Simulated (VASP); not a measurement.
# CdO (Monteponite) (Fm-3m) in VASP: a series of runs

The runs below take CdO (Monteponite) through band structure, with HSE06, PBE.

Everything below comes from runs of VASP 6.6.1. Logs are shortened: lines on timing, memory, paths and dates and some standing lists are left out, and cuts for length are marked.

## (1) The crystal as given

The structure is cubic, space group Fm-3m (No. 225). Conventional cell: a = 4.705 Å, b = 4.705 Å, c = 4.705 Å, α = 90.00°, β = 90.00°, γ = 90.00°. Around Cd (site symmetry m-3m) lie 6 O at 2.35 Å. Around O (site symmetry m-3m) lie 6 Cd at 2.35 Å.

## (2) Band structure, HSE06, spin-orbit coupling, no magnetisation

POSCAR reads:

```
CdO                                     
1.0
    0.0000000000      2.3523961157      2.3523961157
    2.3523961157      0.0000000000      2.3523961157
    2.3523961157      2.3523961157      0.0000000000
  Cd              O             
     1     1
Direct
     0.0000000000000000    0.0000000000000000    0.0000000000000000
     0.5000000000000000    0.5000000000000000    0.5000000000000000
```

INCAR.step1 reads:

```
  PREC = Accurate
  ENCUT = 520
  EDIFF = 1E-5
  ISMEAR = 0
  SIGMA = 0.03
  LREAL = False
  LASPH = True
  NELM = 80
  ALGO = Normal
  ISIF = 2
  LWAVE = True
  LCHARG = False
  LNONCOLLINEAR = True
  MAGMOM = 0 0 0 0 0 0
  LORBIT = 11
  LSORBIT = True
  GGA_COMPAT = False
  KPAR = 4
  GGA = PE
```

INCAR.step2 reads:

```
  PREC = Accurate
  ENCUT = 520
  EDIFF = 1E-6
  ISMEAR = 0
  SIGMA = 0.03
  LREAL = False
  LASPH = True
  NELM = 80
  ALGO = Normal
  ISIF = 2
  LWAVE = False
  LCHARG = False
  LNONCOLLINEAR = True
  MAGMOM = 0 0 0 0 0 0
  LORBIT = 11
  LSORBIT = True
  GGA_COMPAT = False
  GGA = PE
  LHFCALC = True
  HFSCREEN = 0.2
  PRECFOCK = Fast
  KPAR = 4
  ISTART = 1
```

KPOINTS reads:

```
Automatic mesh
0
Gamma
  6 6 6
```

KPOINTS_OPT reads:

```
explicit points
6
Reciprocal
 0.0000000000  0.0000000000  0.0000000000 1
 0.3750000000  0.3750000000  0.7500000000 1
 0.5000000000  0.5000000000  0.5000000000 1
 0.6250000000  0.2500000000  0.6250000000 1
 0.5000000000  0.2500000000  0.7500000000 1
 0.5000000000  0.0000000000  0.5000000000 1
```

Potentials or basis: VASP PAW PBE potentials, release 64 (Cd, O).

Launch:

```bash
$ cat potpaw_PBE.64/Cd/POTCAR potpaw_PBE.64/O/POTCAR > POTCAR
$ cp INCAR.step1 INCAR
$ mpirun -np 4 vasp_ncl > vasp.out
$ cp INCAR.step2 INCAR
$ mpirun -np 4 vasp_ncl > vasp.out
```

OUTCAR:

```text
PREC = Accurate
   ENCUT = 520
   EDIFF = 1E-6
   ISMEAR = 0
   LREAL = False
   LASPH = True
   NELM = 80
   ISIF = 2
   LNONCOLLINEAR = True
   LORBIT = 11
   LSORBIT = True
   GGA = PE
   LHFCALC = True
   HFSCREEN = 0.2
   PRECFOCK = Fast
   ISTART = 1

 ion  position               nearest neighbor table
   1  0.000  0.000  0.000-   2 2.35   2 2.35   2 2.35   2 2.35   2 2.35   2 2.35
   2  0.500  0.500  0.500-   1 2.35   1 2.35   1 2.35   1 2.35   1 2.35   1 2.35

  LATTYP: Found a face centered cubic cell.
 ALAT       =     4.7047922314

  Lattice vectors:

 A1 = (   0.0000000000,   2.3523961157,   2.3523961157)
 A2 = (   2.3523961157,   0.0000000000,   2.3523961157)
 A3 = (   2.3523961157,   2.3523961157,   0.0000000000)

Analysis of symmetry for initial positions (statically):
=====================================================================
 Subroutine PRICEL returns:
 Original cell was already a primitive cell.

 Routine SETGRP: Setting up the symmetry group for a
 face centered cubic supercell.

 Subroutine GETGRP returns: Found 48 space group operations
 (whereof 48 operations were pure point group operations)
 out of a pool of 48 trial point group operations.

The static configuration has the point symmetry O_h .

Analysis of symmetry for dynamics (positions and initial velocities):
=====================================================================
 Subroutine PRICEL returns:
 Original cell was already a primitive cell.

 Routine SETGRP: Setting up the symmetry group for a
 face centered cubic supercell.

 Subroutine GETGRP returns: Found 48 space group operations
 (whereof 48 operations were pure point group operations)
 out of a pool of 48 trial point group operations.

The dynamic configuration has the point symmetry O_h .

Analysis of structural, dynamic, and magnetic symmetry:
=====================================================================
 Subroutine PRICEL returns:
 Original cell was already a primitive cell.

 Routine SETGRP: Setting up the symmetry group for a
 face centered cubic supercell.

 Subroutine GETGRP returns: Found 48 space group operations
 (whereof 48 operations were pure point group operations)
 out of a pool of 48 trial point group operations.

The overall configuration has the point symmetry O_h .

 Subroutine INISYM returns: Found 48 space group operations
 (whereof 48 operations are pure point group operations),
 and found     1 'primitive' translations

----------------------------------------------------------------------------------------

                                     Primitive cell

  volume of cell :      26.0352

  direct lattice vectors                    reciprocal lattice vectors
     0.000000000  2.352396116  2.352396116    -0.212549237  0.212549237  0.212549237
     2.352396116  0.000000000  2.352396116     0.212549237 -0.212549237  0.212549237
     2.352396116  2.352396116  0.000000000     0.212549237  0.212549237 -0.212549237

  length of vectors
     3.326790491  3.326790491  3.326790491     0.368146078  0.368146078  0.368146078

  position of ions in fractional coordinates (direct lattice)
     0.000000000  0.000000000  0.000000000
     0.500000000  0.500000000  0.500000000

  ion indices of the primitive-cell ions
   primitive index   ion index
                 1           1
                 2           2

----------------------------------------------------------------------------------------

 KPOINTS: Automatic mesh

[... 78 lines left out ...]
     AMIX_MAG =   1.60;   BMIX_MAG =  1.00
  volume/ion in A,a.u.               =      13.02        87.85
  Fermi-wavevector in a.u.,A,eV,Ry     =   1.447589  2.735546 28.511190  2.095513
  Thomas-Fermi vector in A             =   2.565526
   LORBIT       =     11    0 simple, 1 ext, 2 COOP (PROOUT), +10 PAW based schemes
   GGA     = PE    functional components
   LHFCALC =     T    Hartree Fock is set to
   PRECFOCK=fast      Normal, Fast or Accurate (Low or Medium for compatibility)
   ENCUT4O =  -1.0   cutoff for four orbital integrals eV
   NKREDX  =     1    reduce k-point grid by
   NKREDY  =     1    reduce k-point grid by
   NKREDZ  =     1    reduce k-point grid by
   AEXX    =    0.2500 exact exchange contribution
   HFSCREEN=    0.2000 screening length (either q_TF or 0.3 A-1)
   HFSCREENC=   0.2000 screening length for correlation (either q_TF or 0.3 A-1)
   ENCUTFOCK=  -1.0 apply spherical cutoff to Coloumb kernel
   IVDW    =     0    specifies the selected vdW correction
   LEPSILON=     F    determine dielectric tensor
   LRPA    =     F    only Hartree local field effects (RPA)
 Gauss-broadening in eV      SIGMA  =   0.03
  energy-cutoff  :      520.00
  volume of cell :       26.04
 maximum number of plane-waves:      1450
 NGX is ok and might be reduce to    28
  NGX = 14; NGY = 14; NGZ = 14

 number of electron      18.0000002 magnetization       0.0000000      0.0000000     -0.0000000

 number of electron      18.0000002 magnetization      -0.0000000     -0.0000000      0.0000000

 Free energy of the ion-electron system (eV)
  ---------------------------------------------------
  ext. energy  EPLUGINS =         0.00000000
  ---------------------------------------------------
  free energy    TOTEN  =       -10.04196176 eV

  energy without entropy =      -10.04196176  energy(sigma->0) =      -10.04196176

 E-fermi :   1.1477     XC(G=0):  -9.5282

 val. band max:        0.9693131696   @ k =   0.5000   0.0000   0.0000
 cond. band min:       1.8487235367   @ k =   0.0000   0.0000   0.0000
 fundamental gap:      0.8794103671
 Fermi energy:         1.1476785518

 k-point     1 :       0.0000    0.0000    0.0000
  band No.  band energies     occupation
      1     -17.9792      1.00000
      2     -17.9792      1.00000
      3      -6.8968      1.00000
      4      -6.8968      1.00000
      5      -6.8968      1.00000
      6      -6.8968      1.00000
[... 453 lines left out ...]
     25      14.4215      0.00000
     26      14.4215      0.00000

------------------------ aborting loop because EDIFF is reached ----------------------------------------

  FORCE on cell =-STRESS in cart. coord.  units (eV):
  Direction    XX          YY          ZZ          XY          YZ          ZX
  --------------------------------------------------------------------------------------
  -------------------------------------------------------------------------------------
  Total        0.2642557      0.2642557      0.2642557     -0.0000000     -0.0000000      0.0000000
  in kB       16.2619880     16.2619880     16.2619880     -0.0000000     -0.0000000      0.0000000
  external PRESSURE =      16.2619880 kB  Pullay stress =       0.0000000 kB

 VOLUME and BASIS-vectors are now :
 -----------------------------------------------------------------------------
  energy-cutoff  :      520.00
  volume of cell :       26.04
      direct lattice vectors                 reciprocal lattice vectors
     0.000000000  2.352396116  2.352396116    -0.212549237  0.212549237  0.212549237
     2.352396116  0.000000000  2.352396116     0.212549237 -0.212549237  0.212549237
     2.352396116  2.352396116  0.000000000     0.212549237  0.212549237 -0.212549237

 POSITION                                       TOTAL-FORCE (eV/Angst)
 -----------------------------------------------------------------------------------
      0.00000      0.00000      0.00000        -0.000000      0.000000     -0.000000
      2.35240      2.35240      2.35240         0.000000     -0.000000      0.000000
 -----------------------------------------------------------------------------------
    total drift:                                0.000001      0.000001      0.000001

  FREE ENERGIE OF THE ION-ELECTRON SYSTEM (eV)
  ---------------------------------------------------
  free  energy   TOTEN  =       -10.0419617611 eV

  energy  without entropy=      -10.0419617611  energy(sigma->0) =      -10.04196176

 Spin-Orbit-Coupling matrix elements

 Ion:    1  E_soc:     -0.0474258
 l=   1
     0.0000000    -0.0014583    -0.0014583
    -0.0014583     0.0000000    -0.0014583
    -0.0014583    -0.0014583     0.0000000
 l=   2
     0.0000000    -0.0013279     0.0000000    -0.0013279    -0.0051181
    -0.0013279     0.0000000    -0.0038386    -0.0013279    -0.0012795
     0.0000000    -0.0038386     0.0000000    -0.0038386     0.0000000
    -0.0013279    -0.0013279    -0.0038386     0.0000000    -0.0012795
    -0.0051181    -0.0012795     0.0000000    -0.0012795     0.0000000
 l=   3
     0.0000000     0.0000000     0.0000000     0.0000000     0.0000000     0.0000000     0.0000000
     0.0000000     0.0000000     0.0000000     0.0000000     0.0000000     0.0000000     0.0000000
     0.0000000     0.0000000     0.0000000     0.0000000     0.0000000     0.0000000     0.0000000
     0.0000000     0.0000000     0.0000000     0.0000000     0.0000000     0.0000000     0.0000000
     0.0000000     0.0000000     0.0000000     0.0000000     0.0000000     0.0000000     0.0000000
     0.0000000     0.0000000     0.0000000     0.0000000     0.0000000     0.0000000     0.0000000
     0.0000000     0.0000000     0.0000000     0.0000000     0.0000000     0.0000000     0.0000000

 Ion:    2  E_soc:     -0.0004044
 l=   1
     0.0000000    -0.0000674    -0.0000674
    -0.0000674     0.0000000    -0.0000674
    -0.0000674    -0.0000674     0.0000000
 l=   2
     0.0000000     0.0000000     0.0000000     0.0000000     0.0000000
     0.0000000     0.0000000     0.0000000     0.0000000     0.0000000
     0.0000000     0.0000000     0.0000000     0.0000000     0.0000000
     0.0000000     0.0000000     0.0000000     0.0000000     0.0000000
     0.0000000     0.0000000     0.0000000     0.0000000     0.0000000
 l=   3
     0.0000000     0.0000000     0.0000000     0.0000000     0.0000000     0.0000000     0.0000000
     0.0000000     0.0000000     0.0000000     0.0000000     0.0000000     0.0000000     0.0000000
     0.0000000     0.0000000     0.0000000     0.0000000     0.0000000     0.0000000     0.0000000
     0.0000000     0.0000000     0.0000000     0.0000000     0.0000000     0.0000000     0.0000000
     0.0000000     0.0000000     0.0000000     0.0000000     0.0000000     0.0000000     0.0000000
     0.0000000     0.0000000     0.0000000     0.0000000     0.0000000     0.0000000     0.0000000
     0.0000000     0.0000000     0.0000000     0.0000000     0.0000000     0.0000000     0.0000000

 total charge

# of ion       s       p       d       tot
------------------------------------------
    1        0.299   0.248   9.691  10.239
    2        1.569   3.403   0.000   4.972
--------------------------------------------------
tot          1.869   3.651   9.691  15.211

 magnetization (x)

# of ion       s       p       d       tot
------------------------------------------
    1       -0.000   0.000  -0.000  -0.000
    2       -0.000   0.000   0.000  -0.000
--------------------------------------------------
tot         -0.000   0.000  -0.000  -0.000

 magnetization (y)

# of ion       s       p       d       tot
------------------------------------------
    1       -0.000   0.000  -0.000  -0.000
    2       -0.000   0.000   0.000  -0.000
--------------------------------------------------
tot         -0.000   0.000  -0.000  -0.000

 magnetization (z)

# of ion       s       p       d       tot
------------------------------------------
    1        0.000   0.000  -0.000  -0.000
    2        0.000   0.000   0.000   0.000
--------------------------------------------------
tot          0.000   0.000  -0.000  -0.000
```

Run time: 9.2 min. Hardware: 4 MPI ranks of Intel Xeon 6975P-C (Granite Rapids), shared host; peak memory 0.34 GiB.

Results:

| Item | Value |
| --- | --- |
| Free energy | -10.0420 eV |
| Pressure | 1.6 GPa |
| Valence electrons inside the program's atomic spheres | Cd 10.24; O 4.97 |

Caveat: the k mesh is coarse (spacing up to 0.39 Å⁻¹), so the values aren't converged, least of all with exact exchange; the PAW data sets were made with another functional, which shifts forces and pressure a little.

## (3) Band structure, PBE

INCAR reads:

```
SYSTEM = CdO
PREC = Accurate ; ENCUT = 520
EDIFF = 1E-6 ; ISMEAR = 0
SIGMA = 0.03 ; LREAL = .False.
LASPH = .True. ; NELM = 80
ALGO = Normal ; ISIF = 2
LWAVE = .False. ; LCHARG = .False.
GGA = PE
```

KPOINTS reads:

```
regular mesh
0
Gamma
  12 12 12
  0 0 0
```

POSCAR reads:

```
CdO                                     
1.0
    0.0000000000      2.3523961160      2.3523961160
    2.3523961160      0.0000000000      2.3523961160
    2.3523961160      2.3523961160      0.0000000000
  Cd              O             
     1     1
Direct
     0.0000000000000000    0.0000000000000000    0.0000000000000000
     0.5000000000000000    0.5000000000000000    0.5000000000000000
```

KPOINTS_OPT reads:

```
explicit points
302
Reciprocal
 0.0000000000  0.0000000000  0.0000000000 1
 0.0263157895  0.0000000000  0.0263157895 1
 0.0526315789  0.0000000000  0.0526315789 1
 0.0789473684  0.0000000000  0.0789473684 1
 0.1052631579  0.0000000000  0.1052631579 1
 0.1315789474  0.0000000000  0.1315789474 1
[... 294 lines left out ...]
 0.4907455900  0.0092544100  0.5000000000 1
 0.5092544100 -0.0092544100  0.5000000000 1
```

Potentials or basis: VASP PAW PBE potentials, release 64 (Cd, O).

Launch:

```bash
$ cat potpaw_PBE.64/Cd/POTCAR potpaw_PBE.64/O/POTCAR > POTCAR
$ mpirun -np 1 vasp_std > vasp.out
```

Wall time 42 s (1 thread of Intel Xeon Platinum 8488C (Sapphire Rapids), shared host); peak memory 0.19 GiB.

The run converged. Its results:

* Free energy: -7.7007 eV
* Pressure: 7.0 GPa
* Band gap along the path: none (metal or under the smearing width)

Levels at the corners of the path, in eV from the Fermi level:
| point | band 5 | band 6 | band 7 | band 8 | band 9 | band 10 | band 11 | band 12 | band 13 |
| --- | --- | --- | --- | --- | --- | --- | --- | --- | --- |
| Γ | -6.42 | -6.42 | -1.34 | -1.34 | -1.34 | -0.46 | 14.96 | 16.98 | 16.98 |
| X | -6.04 | -5.73 | -4.33 | -2.31 | -2.31 | 3.85 | 8.52 | 11.18 | 13.31 |
| X | -6.04 | -5.73 | -4.33 | -2.31 | -2.31 | 3.85 | 8.52 | 11.18 | 13.31 |
| W | -6.04 | -5.83 | -3.00 | -3.00 | -1.88 | 5.96 | 8.91 | 8.91 | 10.69 |
| W | -6.04 | -5.83 | -3.00 | -3.00 | -1.88 | 5.96 | 8.91 | 8.91 | 10.69 |
| K | -6.13 | -6.02 | -3.41 | -2.89 | -1.27 | 5.39 | 8.58 | 8.62 | 12.89 |
| K | -6.13 | -6.02 | -3.41 | -2.89 | -1.27 | 5.39 | 8.58 | 8.62 | 12.89 |
| Γ | -6.42 | -6.42 | -1.34 | -1.34 | -1.34 | -0.46 | 14.96 | 16.98 | 16.98 |
| Γ | -6.42 | -6.42 | -1.34 | -1.34 | -1.34 | -0.46 | 14.96 | 16.98 | 16.98 |
| L | -6.18 | -6.18 | -3.83 | -0.03 | -0.03 | 4.42 | 7.27 | 11.91 | 11.91 |
| L | -6.18 | -6.18 | -3.83 | -0.03 | -0.03 | 4.42 | 7.27 | 11.91 | 11.91 |
| U | -6.13 | -6.02 | -3.41 | -2.89 | -1.27 | 5.39 | 8.58 | 8.62 | 12.89 |
| U | -6.13 | -6.02 | -3.41 | -2.89 | -1.27 | 5.39 | 8.58 | 8.62 | 12.89 |
| W | -6.04 | -5.83 | -3.00 | -3.00 | -1.88 | 5.96 | 8.91 | 8.91 | 10.69 |
| W | -6.04 | -5.83 | -3.00 | -3.00 | -1.88 | 5.96 | 8.91 | 8.91 | 10.69 |
| L | -6.18 | -6.18 | -3.83 | -0.03 | -0.03 | 4.42 | 7.27 | 11.91 | 11.91 |
| L | -6.18 | -6.18 | -3.83 | -0.03 | -0.03 | 4.42 | 7.27 | 11.91 | 11.91 |
| K | -6.13 | -6.02 | -3.41 | -2.89 | -1.27 | 5.39 | 8.58 | 8.62 | 12.89 |
| U | -6.13 | -6.02 | -3.41 | -2.89 | -1.27 | 5.39 | 8.58 | 8.62 | 12.89 |
| X | -6.04 | -5.73 | -4.33 | -2.31 | -2.31 | 3.85 | 8.52 | 11.18 | 13.31 |

Caveat: this crystal is a semiconductor, whose small gap the functional closes, so the metal is an error of the method.
